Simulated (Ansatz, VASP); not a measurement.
## One calculation of W, two programs

INCAR

```
ALGO = Normal
EDIFF = 1E-6
ENCUT = 520
ISIF = 2
ISMEAR = -1
LASPH = True
LCHARG = True
LELF = True
LREAL = False
LVHAR = True
LWAVE = False
NBANDS = 13
NELM = 80
PREC = Accurate
SIGMA = 0.15
```

File KPOINTS:

```
k-points
0
Gamma
  8 8 8
```

The input POSCAR:

```
W
1.0
    0.0000000000      2.0300000000      2.0300000000
    2.0300000000      0.0000000000      2.0300000000
    2.0300000000      2.0300000000      0.0000000000
W
1
Direct
    0.0000000000      0.0000000000      0.0000000000
```

Input for Ansatz:

```yaml
crystal:
  lattice:
    - [0.0, 2.03, 2.03]
    - [2.03, 0.0, 2.03]
    - [2.03, 2.03, 0.0]
  atoms:
    - { symbol: W, position: [0.0, 0.0, 0.0] }
basis:
  ecutwfc: 450.0
kpoints:
  mp_grid:
    grid: [8, 8, 8]
hamiltonian:
  xc: lda
scf:
  occupations:
    method: fermi_dirac
    width: 0.15
output:
  forces: true
  stress: true
```

This isn't the form of W at room conditions, which is bcc.

Alike in both runs: task single point; functional LDA; k mesh 8 × 8 × 8; occupations fermi-dirac, width 0.15 eV; no spin polarisation.

```csv
,VASP,Ansatz
version,VASP 6.6.1,Ansatz 0.2.0
potentials or method,"VASP PAW LDA potentials, release 64 (W_sv)","plane waves, PAW"
plane-wave cutoff (eV),520,450
valence electrons in the cell,14,14
```

Ansatz gave:

```
pressure (GPa) : -17.3
```

Task: What did VASP give for the same quantities?

Result: Pressure (GPa): -15.9.

Caveats: so large a pressure means that the cell lies far from this level's equilibrium, or that cutoff or potentials fall short (VASP). The runs have no spin-orbit coupling, so splittings on W are missing.
